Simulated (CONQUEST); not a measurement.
# Ag (P-1) in CONQUEST: convergence with smearing width

Aim: find how far smearing width must go before the results for Ag settle, at PBE. This setting moves, with any that are tied to it; all else stays.

All numbers are computed with CONQUEST 1.3; they aren't measurements. Logs are shortened: lines on timing, memory, paths and dates and some standing lists are left out, and cuts for length are marked.

## 1. The cell of the first run

The typed cell holds 2 atoms: a = 2.889 Å, b = 2.889 Å, c = 4.085 Å, α = 90.00°, β = 90.00°, γ = 90.00°.

The cell isn't the ideal one: atoms moved at random.

## 2. With smearing width 0.4 eV

Contents of Conquest_input:

```
IO.Title Ag
IO.Coordinates coords.dat
IO.FractionalAtomicCoords T
IO.Iprint 2
IO.Iprint_init 1
General.NumberOfSpecies 1
General.PseudopotentialType hamann
AtomMove.TypeOfRun static
AtomMove.FullStress T
Grid.GridCutoff 120
DM.SolutionMethod diagon
Diag.MPMesh T
Diag.GammaCentred T
Diag.MPMeshX 9
Diag.MPMeshY 9
Diag.MPMeshZ 7
Diag.kT 0.01469973
minE.SCTolerance 1e-6
SC.MaxIters 100
IO.AtomChargeOutput T
%block ChemicalSpeciesLabel
1 107.870 Ag
%endblock
```

Contents of coords.dat:

```
    5.4592009926     0.0000000000     0.0000000000
    0.0000000000     5.4592009926     0.0000000000
    0.0000000000     0.0000000000     7.7204760822
2
 -0.0012900000  -0.0089250000  -0.0019910000 1 T T T
  0.5102030000   0.4939320000   0.4976030000 1 T T T
```

Potentials or basis: PseudoDojo NC PBE, SZP, grid cutoff 120 Ha.

On the command line:

```
$ OMP_NUM_THREADS=1 Conquest
```

It took 32 s on 1 thread of Intel Xeon at 2.60GHz (Ice Lake), shared host; peak memory 0.34 GiB.

What came out:

```
Free energy            : -8436.0931 eV
Pressure               : 7.7 GPa
Largest force          : 0.105 eV/Å
Band gap on the k mesh : none (metal or under the smearing width)
```

## 3. With smearing width 0.3 eV

Conquest_input, as its differences from that of step 2:

```diff
@@ -16,3 +16,3 @@
 Diag.MPMeshZ 7
-Diag.kT 0.01469973
+Diag.kT 0.01102480
 minE.SCTolerance 1e-6
```

coords.dat is that of step 2.

Potentials or basis: PseudoDojo NC PBE, SZP, grid cutoff 120 Ha.

On the command line:

```
$ OMP_NUM_THREADS=1 Conquest
```

Wall time 32 s (1 thread of Intel Xeon at 2.60GHz (Ice Lake), shared host); peak memory 0.34 GiB.

The run converged. Its results:

* Free energy: -8436.0369 eV
* Pressure: 7.6 GPa
* Largest force: 0.105 eV/Å
* Band gap on the k mesh: none (metal or under the smearing width)

## 4. With smearing width 0.2 eV

Conquest_input, as its differences from that of step 3:

```diff
@@ -16,3 +16,3 @@
 Diag.MPMeshZ 7
-Diag.kT 0.01102480
+Diag.kT 0.00734986
 minE.SCTolerance 1e-6
```

coords.dat is that of step 3.

On the command line:

```
$ OMP_NUM_THREADS=1 Conquest
```

It took 32 s on 1 thread of Intel Xeon at 2.60GHz (Ice Lake), shared host; peak memory 0.34 GiB.

Results (log left out):

```yaml
Free_energy: -8435.9992 eV
Pressure: 7.4 GPa
Largest_force: 0.105 eV/Å
Band_gap_on_the_k_mesh: none (metal or under the smearing width)
```

## 5. With smearing width 0.1 eV

Conquest_input, as its differences from that of step 4:

```diff
@@ -16,3 +16,3 @@
 Diag.MPMeshZ 7
-Diag.kT 0.00734986
+Diag.kT 0.00367493
 minE.SCTolerance 1e-6
```

coords.dat is that of step 4.

On the command line:

```
$ OMP_NUM_THREADS=1 Conquest
```

It took 33 s on 1 thread of Intel Xeon at 2.60GHz (Ice Lake), shared host; peak memory 0.34 GiB.

It converged, with:

```
Free energy            : -8435.9791 eV
Pressure               : 7.3 GPa
Largest force          : 0.105 eV/Å
Band gap on the k mesh : none (metal or under the smearing width)
```

## 6. With smearing width 0.05 eV

Conquest_input, as its differences from that of step 5:

```diff
@@ -16,3 +16,3 @@
 Diag.MPMeshZ 7
-Diag.kT 0.00367493
+Diag.kT 0.00183747
 minE.SCTolerance 1e-6
```

coords.dat is that of step 5.

Potentials or basis: PseudoDojo NC PBE, SZP, grid cutoff 120 Ha.

On the command line:

```
$ OMP_NUM_THREADS=1 Conquest
```

Run time: 33 s. Hardware: 1 thread of Intel Xeon at 2.60GHz (Ice Lake), shared host; peak memory 0.34 GiB.

Results (log left out):

| Item | Value |
| --- | --- |
| Free energy | -8435.9745 eV |
| Pressure | 7.3 GPa |
| Largest force | 0.105 eV/Å |
| Band gap on the k mesh | none (metal or under the smearing width) |

## 7. With smearing width 0.025 eV

Conquest_input, as its differences from that of step 6:

```diff
@@ -16,3 +16,3 @@
 Diag.MPMeshZ 7
-Diag.kT 0.00183747
+Diag.kT 0.00091873
 minE.SCTolerance 1e-6
```

coords.dat is that of step 6.

On the command line:

```
$ OMP_NUM_THREADS=1 Conquest
```

It took 34 s on 1 thread of Intel Xeon at 2.60GHz (Ice Lake), shared host; peak memory 0.35 GiB.

It converged, with:

| Item | Value |
| --- | --- |
| Free energy | -8435.9737 eV |
| Pressure | 7.3 GPa |
| Largest force | 0.105 eV/Å |
| Band gap on the k mesh | none (metal or under the smearing width) |

## 8. With smearing width 0.01 eV

Conquest_input, as its differences from that of step 7:

```diff
@@ -16,3 +16,3 @@
 Diag.MPMeshZ 7
-Diag.kT 0.00091873
+Diag.kT 0.00036749
 minE.SCTolerance 1e-6
```

coords.dat is that of step 7.

On the command line:

```
$ OMP_NUM_THREADS=1 Conquest
```

Run time: 32 s. Hardware: 1 thread of Intel Xeon at 2.60GHz (Ice Lake), shared host; peak memory 0.34 GiB.

It converged, with:

```yaml
Free_energy: -8435.9736 eV
Pressure: 7.3 GPa
Largest_force: 0.105 eV/Å
Band_gap_on_the_k_mesh: none (metal or under the smearing width)
```

## 9. With smearing width 0.005 eV

Conquest_input, as its differences from that of step 8:

```diff
@@ -16,3 +16,3 @@
 Diag.MPMeshZ 7
-Diag.kT 0.00036749
+Diag.kT 0.00018375
 minE.SCTolerance 1e-6
```

coords.dat is that of step 8.

Potentials or basis: PseudoDojo NC PBE, SZP, grid cutoff 120 Ha.

On the command line:

```
$ OMP_NUM_THREADS=1 Conquest
```

Standard output:

```text
Simulation cell dimensions:     5.4592 a0 x     5.4592 a0 x     7.7205 a0

      Atomic coordinates (a0)
         Atom         X         Y         Z  Species
            1    5.4522    5.4105    7.7051        1
            2    2.7853    2.6965    3.8417        1

         Monkhorst-Pack mesh:   9 x   9 x   7 gamma-centred
        This calculation includes non-local pseudopotentials,
         with a maximum core radius of      7.33347369

    Job title: Ag
    Job to be run: static calculation

[... 5 lines left out ...]
      Using Fermi-Dirac smearing

    Integration grid size:     32 x   32 x   40

    Integration grid spacing:  0.171 a0 x 0.171 a0 x 0.193 a0

    Number of species:  1
    --------------------------------------------------------
    |   #  mass (au)  Charge (e)  SF Rad (a0)  NSF  Label  |
    --------------------------------------------------------
    |   1    107.870      19.000        7.527   13  Ag     |
    --------------------------------------------------------
          SCF tolerance:                 0.00000100
          SCF iterations:               100

    The functional used will be GGA PBE96

           radial cut-off to be used is taken to be max PAO cut-off radius for this species:    7.333474

           greatest ang. mom. for making density from PAOs:  2
    Minimum blocs/proc is      640. Maximum blocs/proc is      640
    set_atom_dens: In set_atomic_density, electrons :      38.000000000000
 matrix_size & matrix_size_padH =           26          26

    Screened ion int: energy:    -256.731888960294 Ha

    new_SC_potl: Starting.  Tolerance:  0.10000E-05

    PulayMixSC: Starting Pulay mixing, A_up =  0.500 A_dn =  0.500
    PulayMixSC: Spin non-polarised calculation.
          Harris-Foulkes Energy            :      -310.031398236654809 Ha
          (TS=0 as O(N) or entropic contribution is negligible)
          DFT Total Energy                 :      -310.005789754019929 Ha
          Total number of electrons        :        38.000000000000703
    PulayMixSC: Pulay iteration     1 residual:              0.21191E-02
          Harris-Foulkes Energy            :      -310.016736107622478 Ha
          (TS=0 as O(N) or entropic contribution is negligible)
          DFT Total Energy                 :      -310.016060637257567 Ha
          Total number of electrons        :        38.000013089020101
    PulayMixSC: Pulay iteration     2 residual:              0.40278E-03
          Harris-Foulkes Energy            :      -310.016318347453364 Ha
          (TS=0 as O(N) or entropic contribution is negligible)
          DFT Total Energy                 :      -310.016310323901791 Ha
          Total number of electrons        :        38.000021296229264
    PulayMixSC: Pulay iteration     3 residual:              0.11756E-03
          Harris-Foulkes Energy            :      -310.016311079887146 Ha
          (TS=0 as O(N) or entropic contribution is negligible)
          DFT Total Energy                 :      -310.016310792650586 Ha
          Total number of electrons        :        38.000027045579408
    PulayMixSC: Pulay iteration     4 residual:              0.74935E-05
          Harris-Foulkes Energy            :      -310.016310902951886 Ha
          (TS=0 as O(N) or entropic contribution is negligible)
          DFT Total Energy                 :      -310.016310902078715 Ha
          Total number of electrons        :        38.000027039001843
    PulayMixSC: Pulay iteration     5 residual:              0.10833E-05
          Harris-Foulkes Energy            :      -310.016310902601049 Ha
          (TS=0 as O(N) or entropic contribution is negligible)
          DFT Total Energy                 :      -310.016310902392206 Ha
          Total number of electrons        :        38.000027112519234
    PulayMixSC: Pulay iteration     6 residual:              0.18172E-06
    PulayMixSC: Reached SCF tolerance of  0.18172E-06 after      6 iterations
      | Number of electrons      =        38.000027
      |* band energy as 2Tr[K.H] =       -47.580044363196414 Ha
      |  screened ion-ion energy =      -256.731888960294214 Ha
      |  Ha correction           =         1.843212685072895 Ha
      |  XC correction           =        -7.547586897300145 Ha
      |* Harris-Foulkes energy   =      -310.016310902601049 Ha
      |* DFT total energy        =      -310.016310902392206 Ha
      |  estimated accuracy      =        -0.000000000208843 Ha

    force: Forces on atoms (Ha/a0)
    force:  Atom   X              Y              Z
    force:     1   0.0020069693   0.0003280881   0.0002222119
    force:     2  -0.0018163271  -0.0004939319   0.0007441854

    force: Maximum force :        0.00200697(Ha/a0) on atom         1 in x direction
    force: Force Residual:        0.00203492 Ha/a0
    force: Total stress:         -7.09482679     0.08080370     0.00920857 GPa
                             0.08080370    -7.09021611     0.00230618
                             0.00920857     0.00230618    -7.62926350
    force: Average pressure:      7.27143547 GPa

    force: Finished force
    get_E_and_F: Change in energy during last step of electronic optimisation:  0.35084E-09

    BIBLIOGRAPHY: Please consider citing the following references in the conquest.bib file

    CONQUEST:         Bowler2002pt, Miyazaki2004, Nakata2020
    Basis:            Bowler2019
    DM:               Bowler:2006xr
    Pseudopotentials: Hamann2013, Bowler2019
    XC functional:    Perdew1996
```

It took 33 s on 1 thread of Intel Xeon at 2.60GHz (Ice Lake), shared host; peak memory 0.34 GiB.

Results:

| Item | Value |
| --- | --- |
| Free energy | -8435.9736 eV |
| Pressure | 7.3 GPa |
| Largest force | 0.105 eV/Å |
| Band gap on the k mesh | none (metal or under the smearing width) |

## 10. The series at a glance

```csv
smearing width,"energy less the tightest run, at zero smearing (meV/atom)",pressure (GPa),SCF cycles,CPU time (s),peak memory (GiB)
0.4 eV,5.78,7.74,6,32,0.34
0.3 eV,3.41,7.56,6,32,0.34
0.2 eV,1.45,7.42,6,32,0.34
0.1 eV,0.35,7.34,6,33,0.34
0.05 eV,0.23,7.31,6,33,0.34
0.025 eV,0.04,7.28,6,34,0.35
0.01 eV,0.00,7.27,6,32,0.34
0.005 eV,0.00,7.27,6,32,0.34
```

Against the tightest run, the energy stays within 1 meV/atom from 0.1 eV on; the pressure stays within 0.1 GPa from 0.1 eV on. Narrower smearing needs a denser k mesh, so at a fixed mesh the narrowest width isn't the most accurate. The tightest run that finished is the yardstick and may itself not be fully converged.

Caveats: the atomic basis is small; the basis of atomic orbitals isn't converged, which shifts pressures, moduli and gaps.
